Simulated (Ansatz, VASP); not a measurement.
**Cross-check of TiO2 between VASP and Ansatz**

One calculation is typed for both programs; each brings its own data sets. How far apart do they land? The cell is taken from a series of runs on this material, whose earlier steps may have relaxed, scaled, displaced or heated it; both programs get it as it stands.

Program: Ansatz 0.2.0. Level of theory: plane waves, with VASP 6.6.1 beside it; single point at HSE06. Results are calculated unless marked as measured.

### Step 1. Set-up

It takes space group Pbcn (No. 60, orthorhombic). The conventional cell has a = 4.523 Å, b = 5.492 Å, c = 4.885 Å, α = 90.00°, β = 90.00°, γ = 90.00°. Nearest to Ti lie 6 O at 1.87 to 2.08 Å. Nearest to O lie 3 Ti at 1.87 to 2.08 Å. Farther neighbours and most contacts between anions are not listed.

As a file:

```cif
data_structure
_symmetry_space_group_name_H-M 'Pbcn'
_symmetry_Int_Tables_number 60
_cell_length_a 4.5226
_cell_length_b 5.4920
_cell_length_c 4.8847
_cell_angle_alpha 90.000
_cell_angle_beta 90.000
_cell_angle_gamma 90.000
_cell_volume 121.33
loop_
_atom_site_label
_atom_site_type_symbol
_atom_site_symmetry_multiplicity
_atom_site_Wyckoff_symbol
_atom_site_fract_x
_atom_site_fract_y
_atom_site_fract_z
_atom_site_occupancy
Ti1 Ti 4 c 0.50000 0.67334 0.75000 1
O1 O 8 d 0.72739 0.62007 0.08204 1
```

### Step 2. VASP: single point, HSE06

A single point gives forces, pressure and levels at one fixed geometry, so differences don't come from the geometry; what else differs is listed under the comparison.

Lines of VASP's logs that name or quote its potential files are left out, and so is its time.

The run reads the wave functions of an earlier VASP run, which isn't shown here.

INCAR reads:

```
SYSTEM = TiO2
PREC = Accurate
ENCUT = 520
EDIFF = 1E-06
NELM = 100
ISMEAR = 0
SIGMA = 0.01
LREAL = .FALSE.
ALGO = Normal
LHFCALC = .TRUE.
AEXX = 0.25
GGA = PE
HFSCREEN = 0.208
LASPH = .TRUE.
NBANDS = 60
PRECFOCK = Fast
LORBIT = 11
LWAVE = .FALSE.
LCHARG = .FALSE.
KPAR = 4
NCORE = 4
ISIF = 2
```

POSCAR reads:

```
TiO2
1.0
    4.5226228022      0.0000000000      0.0000000000
    0.0000000000      5.4920213428      0.0000000000
    0.0000000000      0.0000000000      4.8846508757
Ti O
4 8
Direct
    0.5000000000      0.6733415454      0.7500000000
    0.0000000000      0.8266584546      0.2500000000
    0.5000000000      0.3266584546      0.2500000000
    0.0000000000      0.1733415454      0.7500000000
    0.7273856086      0.6200650065      0.0820369770
    0.2273856086      0.8799349935      0.9179630230
    0.7726143914      0.8799349935      0.5820369770
    0.2726143914      0.6200650065      0.4179630230
    0.7273856086      0.3799349935      0.5820369770
    0.2273856086      0.1200650065      0.4179630230
    0.7726143914      0.1200650065      0.0820369770
    0.2726143914      0.3799349935      0.9179630230
```

KPOINTS reads:

```
Automatic mesh
0
Gamma
4 2 4
0 0 0
```

The projector-augmented-wave data sets are Ti_sv and O (PBE family, release 64).

The run is started by

```bash
> mpirun -np 16 vasp_std
```

Numbers of over 12 decimals in the logs are rounded to 6 here.

Output:

```text
[banner, memory and clock lines left out]
running   16 mpi-ranks, on    1 nodes
 distrk:  each k-point on    4 cores,    4 groups
 distr:  one band on    4 cores,    1 groups

 POSCAR found type information on POSCAR TiO
 POSCAR found :  2 types and      12 ions
 LDA part: xc-table for (Slater+PW92), standard interpolation
 found WAVECAR, reading the header
 POSCAR, INCAR and KPOINTS ok, starting setup
 FFT: planning ... GRIDC
 FFT: planning ... GRID_SOFT
 FFT: planning ... GRID
 reading WAVECAR
 the WAVECAR file was read successfully
 initial charge from wavefunction
 entering main loop
       N       E                     dE             d eps       ncg     rms          rms(c)
DAV:   1    -0.133028725960E+03   -0.13303E+03   -0.57955E+00  2304   0.161E+01    0.638E+00
DAV:   2    -0.132487472579E+03    0.54125E+00   -0.15722E+00  2732   0.124E+01    0.200E+00
DAV:   3    -0.132548231498E+03   -0.60759E-01   -0.48733E-01  3048   0.397E+00    0.156E+00
DAV:   4    -0.132527703329E+03    0.20528E-01   -0.98080E-02  2880   0.225E+00    0.626E-01
DAV:   5    -0.132531990665E+03   -0.42873E-02   -0.20382E-02  2444   0.676E-01    0.369E-01
DAV:   6    -0.132531114494E+03    0.87617E-03   -0.25590E-03  2888   0.445E-01    0.185E-01
DAV:   7    -0.132531389778E+03   -0.27528E-03   -0.10473E-03  2496   0.151E-01    0.137E-01
DAV:   8    -0.132531398883E+03   -0.91046E-05   -0.23627E-04  2928   0.140E-01    0.741E-02
DAV:   9    -0.132531434549E+03   -0.35666E-04   -0.63063E-05  2768   0.523E-02    0.431E-02
DAV:  10    -0.132531444933E+03   -0.10384E-04   -0.97506E-06  2616   0.239E-02    0.262E-02
DAV:  11    -0.132531451673E+03   -0.67395E-05   -0.51226E-06  2208   0.117E-02    0.171E-02
DAV:  12    -0.132531454663E+03   -0.29902E-05   -0.10703E-06  1344   0.869E-03    0.104E-02
DAV:  13    -0.132531456178E+03   -0.15152E-05   -0.94633E-07  1240   0.624E-03    0.649E-03
DAV:  14    -0.132531456959E+03   -0.78074E-06   -0.36934E-07  1184   0.386E-03
   1 F= -.13253146E+03 E0= -.13253146E+03  d E =-.367005-104
```

Parts of OUTCAR (step 2):

```text
ion  position               nearest neighbor table
   1  0.500  0.673  0.750-   6 1.87   7 1.87   5 1.94   8 1.94   9 2.08  12 2.08
   2  0.000  0.827  0.250-   5 1.87   8 1.87   7 1.94   6 1.94  10 2.08  11 2.08
   3  0.500  0.327  0.250-  10 1.87  11 1.87   9 1.94  12 1.94   5 2.08   8 2.08
   4  0.000  0.173  0.750-   9 1.87  12 1.87  11 1.94  10 1.94   6 2.08   7 2.08
   5  0.727  0.620  0.082-   2 1.87   1 1.94   3 2.08
   6  0.227  0.880  0.918-   1 1.87   2 1.94   4 2.08
   7  0.773  0.880  0.582-   1 1.87   2 1.94   4 2.08
   8  0.273  0.620  0.418-   2 1.87   1 1.94   3 2.08
   9  0.727  0.380  0.582-   4 1.87   3 1.94   1 2.08
  10  0.227  0.120  0.418-   3 1.87   4 1.94   2 2.08
  11  0.773  0.120  0.082-   3 1.87   4 1.94   2 2.08
  12  0.273  0.380  0.918-   4 1.87   3 1.94   1 2.08

  LATTYP: Found a simple orthorhombic cell.
 ALAT       =     4.5226228022
 B/A-ratio  =     1.0800482572
 C/A-ratio  =     1.2143443270

 Subroutine GETGRP returns: Found  8 space group operations
 (whereof  2 operations were pure point group operations)

The static configuration has the point symmetry S_2 .
 The point group associated with its full space group is D_2h.

 Found     18 irreducible k-points:

   k-points           NKPTS =     18   k-points in BZ     NKDIM =     32   number of bands    NBANDS=     60

   dimension x,y,z NGX =    36 NGY =   42 NGZ =   36
   dimension x,y,z NGXF=    72 NGYF=   84 NGZF=   72

   ENCUT  =  520.0 eV  38.22 Ry    6.18 a.u.   8.41 10.21  9.08*2*pi/ulx,y,z

   NELECT =      96.0000    total number of electrons

 k-points in reciprocal lattice and weights: Automatic mesh
   0.00000000  0.00000000  0.00000000       0.031
   0.25000000  0.00000000  0.00000000       0.062
   0.50000000  0.00000000  0.00000000       0.031
   0.00000000  0.50000000  0.00000000       0.031
   0.25000000  0.50000000  0.00000000       0.062
   0.50000000  0.50000000  0.00000000       0.031
   0.00000000  0.00000000  0.25000000       0.062
   0.25000000  0.00000000  0.25000000       0.125
   0.50000000  0.00000000  0.25000000       0.062
[...]
0.25000000  0.50000000  0.50000000       0.062
   0.50000000  0.50000000  0.50000000       0.031

  exchange ACFDT corr.  =         0.00000000  see jH, gK, PRB 81, 115126

 average (electrostatic) potential at core
       1 -70.9175       2 -70.9175       3 -70.9175       4 -70.9175       5 -62.6185
       6 -62.6185       7 -62.6185       8 -62.6185       9 -62.6185      10 -62.6185
      11 -62.6185      12 -62.6185

 E-fermi :   3.9733

 k-point     1 :       0.0000    0.0000    0.0000
  band No.  band energies     occupation
    ...
     44       3.1641      2.00000
     45       3.2338      2.00000
     46       3.4031      2.00000
     47       3.7946      2.00000
     48       3.8211      2.00000
     49       8.0613      0.00000
     50       8.0822      0.00000
     51       8.2477      0.00000
     52       8.2849      0.00000
     53       8.2904      0.00000
    ...

 k-point     2 :       0.2500    0.0000    0.0000
  band No.  band energies     occupation
    ...
     44       2.8767      2.00000
     45       3.0308      2.00000
     46       3.2306      2.00000
     47       3.4350      2.00000
     48       3.6553      2.00000
     49       8.1926      0.00000
     50       8.2707      0.00000
     51       8.2959      0.00000
     52       8.6160      0.00000
     53       8.6833      0.00000
    ...

 k-point     3 :       0.5000    0.0000    0.0000
  band No.  band energies     occupation
    ...
     44       2.4535      2.00000
     45       3.2299      2.00000
     46       3.2299      2.00000
     47       3.5403      2.00000
     48       3.5403      2.00000
     49       8.5248      0.00000
     50       8.5248      0.00000
     51       8.7712      0.00000
     52       8.7712      0.00000
     53       9.1195      0.00000
    ...

  Total        0.8405646      0.6181709      0.6597927      0.0000000      0.0000000      0.0000000
  in kB       11.1000662      8.1632488      8.7128848      0.0000000      0.0000000      0.0000000
  external PRESSURE =       9.3253999 kB  Pullay stress =       0.0000000 kB

  energy-cutoff  :      520.00
  volume of cell :      121.33
      direct lattice vectors                 reciprocal lattice vectors
     4.522622802  0.000000000  0.000000000     0.221110635  0.000000000  0.000000000
     0.000000000  5.492021343  0.000000000     0.000000000  0.182082322  0.000000000
     0.000000000  0.000000000  4.884650876     0.000000000  0.000000000  0.204722922

 POSITION                                       TOTAL-FORCE (eV/Angst)
 -----------------------------------------------------------------------------------
      2.26131      3.69801      3.66349         0.000000      0.017724      0.000000
      0.00000      4.54003      1.22116        -0.000000     -0.017724      0.000000
      2.26131      1.79402      1.22116         0.000000     -0.017724     -0.000000
      0.00000      0.95200      3.66349         0.000000      0.017724      0.000000
      3.28969      3.40541      0.40072         0.010037     -0.051542     -0.017920
      1.02838      4.83262      4.48393         0.010037      0.051542      0.017920
      3.49424      4.83262      2.84305        -0.010037      0.051542     -0.017920
      1.23293      3.40541      2.04160        -0.010037     -0.051542      0.017920
      3.28969      2.08661      2.84305         0.010037      0.051542     -0.017920
      1.02838      0.65940      2.04160         0.010037     -0.051542      0.017920
      3.49424      0.65940      0.40072        -0.010037     -0.051542     -0.017920
      1.23293      2.08661      4.48393        -0.010037      0.051542      0.017920
 -----------------------------------------------------------------------------------
    total drift:                               -0.000000     -0.000000      0.000000

  FREE ENERGIE OF THE ION-ELECTRON SYSTEM (eV)
  ---------------------------------------------------
  free  energy   TOTEN  =      -132.5314569588 eV

  energy  without entropy=     -132.5314569588  energy(sigma->0) =     -132.53145696

 total charge
# of ion       s       p       d       tot
------------------------------------------
    1        2.233   6.317   1.621  10.171
    2        2.233   6.317   1.621  10.171
    3        2.233   6.317   1.621  10.171
    4        2.233   6.317   1.621  10.171
    5        1.576   3.553   0.000   5.129
    6        1.576   3.553   0.000   5.129
    7        1.576   3.553   0.000   5.129
    8        1.576   3.553   0.000   5.129
    9        1.576   3.553   0.000   5.129
   10        1.576   3.553   0.000   5.129
   11        1.576   3.553   0.000   5.129
   12        1.576   3.553   0.000   5.129
--------------------------------------------------
tot         21.540  53.696   6.483  81.719

[... 3 further parts left out ...]
```

The run ends at a pressure of 0.93 GPa, with forces up to 0.055 eV/Å.

[end of part 1 of 2]

[Lines on the potential files, build, host, timing and source positions are cut from VASP's logs without a mark.]

[Logs are printed without paths, hosts, clocks, repeated set-up lines and the standing remarks that a program may print on its own settings, such as how far it seeks lower states.]

[Hosts, paths, dates, database ids (printed as entryN), source tags and the programs' standing remarks are cut or masked in the printed files.]
